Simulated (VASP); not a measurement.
Crystal: Os.

```
Os
1.0
     2.73410    0.00000    0.00000
    -1.36705    2.36780    0.00000
     0.00000    0.00000    4.31970
Os
2
Direct
  0.66667 0.33333 0.75000
  0.33333 0.66667 0.25000
```

```yaml
Program: VASP 6.6.1
Task: relaxation of cell and atoms
Functional: BLYP
Potentials_or_basis: VASP PAW PBE potentials, release 64 (Os)
Cutoff: 600 eV
k_mesh: 11 × 11 × 6
Occupations: fermi-dirac, width 0.05 eV
Spin: no spin polarisation
```

At the start: pressure 29.7 GPa; volume 13.98 Å³/atom.

Question: How do energy, volume and symmetry change on relaxing?

Answer: Over 9 steps the energy falls by 89.6 meV/atom and the volume is 15.02 Å³/atom (+7.4 %); space group P6_3/mmc (No. 194, to 0.05 Å).

The path:
| step | energy change (eV) | largest force (eV/Å) | pressure (GPa) | volume (Å³) |
| --- | --- | --- | --- | --- |
| 1 | 0.0000 | 0.0000 | 29.71 | 27.96 |
| 2 | 1.7648 | 0.0000 | -47.27 | 39.83 |
| 3 | -0.1756 | 0.0000 | -3.37 | 30.34 |
| 4 | -0.1788 | 0.0000 | -0.38 | 30.07 |
| 5 | -0.1788 | 0.0000 | 0.12 | 30.03 |
| 6 | -0.1790 | 0.0000 | 0.12 | 30.04 |
| 7 | -0.1791 | 0.0000 | 0.11 | 30.03 |
| 8 | -0.1791 | 0.0000 | -0.29 | 30.07 |
| 9 | -0.1791 | 0.0000 | 0.01 | 30.04 |

Final structure:
```
Os
1.0
     2.80280    0.00000    0.00000
    -1.40140    2.42730    0.00000
     0.00000    0.00000    4.41570
Os
2
Cartesian
  1.4014 0.8091 3.3118
  0.0000 1.6182 1.1039
```

Caveat: the PAW data sets were made with another functional, which shifts forces and pressure a little.
